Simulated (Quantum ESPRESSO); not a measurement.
## TePb in Quantum ESPRESSO: the effect of functional

The system is TePb.

```
CELL_PARAMETERS angstrom
0.00000 3.23100 3.23100
3.23100 0.00000 3.23100
3.23100 3.23100 0.00000
ATOMIC_POSITIONS crystal
Pb 0.00000 0.00000 0.00000
Te 0.50000 0.50000 0.50000
```

Alike in all runs:

```yaml
Program: Quantum ESPRESSO 7.5
Task: phonons
Cutoff: 612 eV
Density_cutoff: 4898 eV
k_mesh: 6 × 6 × 6, shifted
Occupations: fermi-dirac, width 0.05 eV
Spin: no spin polarisation
```

Each run relaxes the cell or the atoms first.

```tsv
functional	potentials or basis	relaxed volume (Å³/atom)	dielectric constant (mean)	highest phonon frequency (cm⁻¹)
LDA	GBRV 1.5 LDA	32.33	34.20	48
PBE	GBRV 1.5 PBE	35.29	27.06	25
WC	GBRV 1.5 PBE	33.39	31.62	46
BLYP	GBRV 1.5 PBE	38.16	24.32	17
RPBE	GBRV 1.5 PBE	36.64	24.34	0
vdW-DF-cx	GBRV 1.5 PBE	?	?	?
```

Question: What does the run with functional vdW-DF-cx give?

Answer: Relaxed volume 33.61 Å³/atom; dielectric constant 30.02 mean; highest phonon frequency 47 cm⁻¹.

Caveats: the potentials were made for another functional, which shifts forces and pressure (some runs); some modes are imaginary (some runs).
